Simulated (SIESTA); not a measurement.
**PtSe2 (Sudovikovite) in SIESTA: convergence with EnergyShift**

The system is PtSe2 (Sudovikovite).

```
CELL_PARAMETERS angstrom
3.72400 0.00000 0.00000
-1.86200 3.22508 0.00000
0.00000 0.00000 5.06200
ATOMIC_POSITIONS crystal
Pt 0.01133 0.02263 0.00660
Se 0.65034 0.33135 0.74000
Se 0.33238 0.65513 0.24631
```

The cell isn't the ideal one: atoms moved at random, drawn with an rms of 0.05 Å.

```yaml
Program: SIESTA 5.4.2
Task: single point
Functional: PBE
Potentials_or_basis: PseudoDojo 0.4 standard (PBE files)
Basis: DZP (energy shift 0.05 Ry; two zetas on semicore shells)
Grid_cutoff: 800 Ry
Energy_shift: 0.05 Ry
k_mesh: 6 × 6 × 4
Occupations: fermi-dirac, width 0.05 eV
Spin: no spin polarisation
```

These are the settings of the first run; the series varies EnergyShift, with any setting tied to it.

Hardware: 1 thread of Intel(R) Xeon(R) 6975P-C (Granite Rapids), with other jobs on the host.

| EnergyShift | energy less the tightest run, at zero smearing (meV/atom) | pressure (GPa) | largest force (eV/Å) | SCF cycles | CPU time (s) | peak memory (GiB) |
| --- | --- | --- | --- | --- | --- | --- |
| 0.05 | 5822.57 | -12.35 | 2.104 | 10 | 18 | 0.26 |
| 0.03 | 3148.23 | 0.50 | 2.298 | 10 | 20 | 0.27 |
| 0.02 | 1968.81 | 5.18 | 2.363 | 11 | 24 | 0.28 |
| 0.01 | 871.61 | 10.09 | 2.407 | 11 | 29 | 0.32 |
| 0.005 | 368.09 | 11.15 | 2.425 | 10 | 34 | 0.35 |
| 0.003 | 175.59 | 11.71 | 2.439 | 10 | 41 | 0.38 |
| 0.002 | 82.36 | 12.21 | 2.470 | 11 | 50 | 0.39 |
| 0.001 | 0.00 | 12.83 | 2.443 | 11 | 65 | 0.44 |

Not settled before the last step: the energy (to 1 meV/atom), the pressure (to 0.1 GPa), the largest force (to 0.005 eV/Å). The tightest run that finished is the yardstick and may itself not be fully converged.

Caveat, for the tightest run too: short orbitals over semicore shells can move pressures by several GPa; the basis of atomic orbitals isn't converged, which shifts pressures, moduli and gaps. The run has no spin-orbit coupling, so splittings on Pt are missing.
